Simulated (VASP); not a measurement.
ZnSe (Stilleite):

```xyz
2
Lattice="0.0000 2.8338 2.8338 2.8338 0.0000 2.8338 2.8338 2.8338 0.0000" Properties=species:S:1:pos:R:3 pbc="T T T"
Zn    0.0000    0.0000    0.0000
Se    1.4169    1.4169    1.4169
```

* Program: VASP 6.6.1
* Task: relaxation of cell and atoms
* Functional: LDA
* Potentials or basis: VASP PAW LDA potentials, release 64 (Zn, Se)
* Cutoff: 600 eV
* k mesh: 8 × 8 × 8
* Occupations: gaussian, width 0.03 eV
* Spin: no spin polarisation

At the start: pressure -3.1 GPa; volume 22.76 Å³/atom.

Question: Where does the relaxation end?

Answer: Over 5 steps the energy falls by 11.0 meV/atom and the volume is 21.68 Å³/atom (-4.7 %); space group F-43m (No. 216, to 0.05 Å).

Step by step:
```
step  energy change (eV)  largest force (eV/Å)  pressure (GPa)  volume (Å³)
   1              0.0000                0.0000           -3.13        45.51
   2             -0.0194                0.0000            1.19        42.65
   3             -0.0220                0.0000           -0.16        43.35
   4             -0.0220                0.0000            0.12        43.26
   5             -0.0220                0.0000            0.02        43.35
```

Final structure:
```yaml
crystal:
  lattice:
    - [0.00000, 2.78827, 2.78827]
    - [2.78827, 0.00000, 2.78827]
    - [2.78827, 2.78827, 0.00000]
  atoms:
    - { symbol: Zn, position: [0.00000, 0.00000, 0.00000] }
    - { symbol: Se, position: [0.25000, 0.25000, 0.25000] }
```
